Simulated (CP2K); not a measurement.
**TaN in CP2K: the effect of functional**

The system is TaN.

```xyz
2
Lattice="2.7323 0.0000 0.0000 0.0000 2.7323 0.0000 0.0000 0.0000 2.7323" Properties=species:S:1:pos:R:3 pbc="T T T"
Ta    0.0000    0.0000    0.0000
N     1.3662    1.3662    1.3662
```

The cell comes from a database or a generator and needn't be the stable form of this composition.

Alike in all runs:

- Program: CP2K 2026.2
- Task: single point
- Potentials or basis: POTENTIAL_UZH Ta GTH-PBE-q13, N GTH-PBE-q5; TZVP-MOLOPT-PBE-GTH basis
- Density cutoff: 9184 eV
- k mesh: 10 × 10 × 10
- Occupations: fermi-dirac, width 0.05 eV
- Spin: no spin polarisation

Problem. One run gave: pressure -65.8 GPa. Which functional did it use?
A. M06-L
B. PBE
C. revPBE
D. LDA
E. HLE16

Solution. E.

| functional | pressure (GPa) |
| --- | --- |
| PBE | 2.4 |
| LDA | -9.5 |
| PBEsol | -5.7 |
| HLE16 | -65.8 |
| PW91 | 2.8 |
| revPBE | 4.8 |
| M06-L | 3.2 |

Caveats: the basis of atomic orbitals isn't converged, which shifts pressures, moduli and gaps; the potentials were made for another functional, which shifts forces and pressure (some runs); the potentials were made for a functional far from this one (some runs); the cell as given lies far from equilibrium (some runs).
